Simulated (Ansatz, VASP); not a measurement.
## Al, level by level in two programs

```xyz
1
Lattice="0.0000 1.9974 1.9974 1.9974 0.0000 1.9974 1.9974 1.9974 0.0000" Properties=species:S:1:pos:R:3 pbc="T T T"
Al    0.0000    0.0000    0.0000
```

Single points on this cell with VASP 6.6.1 and Ansatz 0.2.0. Each row is one pair of runs. Alike in all rows: spin: off.

```csv
level,k mesh,smearing,"VASP's potentials, cutoff","Ansatz's potentials, cutoff","gap on the k mesh at the Fermi level (eV), VASP","gap on the k mesh at the Fermi level (eV), Ansatz","pressure (GPa), VASP","pressure (GPa), Ansatz"
r2SCAN+D4,11 × 11 × 11,"fermi-dirac, width 0.05 eV","VASP PAW PBE potentials, release 64 (Al), 520 eV","Ansatz PAW, 500 eV",none,none,-1.4,-1.0
RPBE+D3(BJ),11 × 11 × 11,tetrahedron,"VASP PAW PBE potentials, release 64 (Al), 520 eV","Ansatz PAW, 420 eV",none,none,-17.4,-17.2
r2SCANh,6 × 6 × 6,"fermi-dirac, width 0.05 eV","VASP PAW PBE potentials, release 64 (Al), 520 eV","Ansatz PAW, 500 eV",none,?,-0.2,?
LDA,11 × 11 × 11,"fermi-dirac, width 0.05 eV","VASP PAW LDA potentials, release 64 (Al), 520 eV","Ansatz PAW, 420 eV",none,none,-0.5,-0.6
PBE+D4,11 × 11 × 11,"fermi-dirac, width 0.05 eV","VASP PAW PBE potentials, release 64 (Al), 520 eV","Ansatz PAW, 420 eV",none,none,-0.4,-0.4
PBEsol+D4,11 × 11 × 11,"fermi-dirac, width 0.05 eV","VASP PAW PBE potentials, release 64 (Al), 520 eV","Ansatz PAW, 420 eV",none,none,-0.5,-0.5
```

Q: Fill in what Ansatz gave in row 3.

A: gap on the k mesh at the Fermi level (eV): none; pressure (GPa): 0.2.

A gap of «none» marks a metal or a gap that the smearing closes.

Caveats: pairwise dispersion overbinds metals, which lowers pressure and volume (some rows); the k mesh is coarse (spacing up to 0.45 Å⁻¹), so the values aren't converged, least of all with exact exchange (some rows); the PAW data sets were made with another functional, which shifts forces and pressure a little (VASP); so large a pressure means that the cell lies far from this level's equilibrium, or that cutoff or potentials fall short (VASP); the potentials were made for another functional, which shifts forces and pressure (VASP); tetrahedron occupations give inexact forces and stress in metals (VASP); the PAW data sets come from PBE, with cores solved anew for the run's functional, which leaves a small shift of forces and pressure (Ansatz).
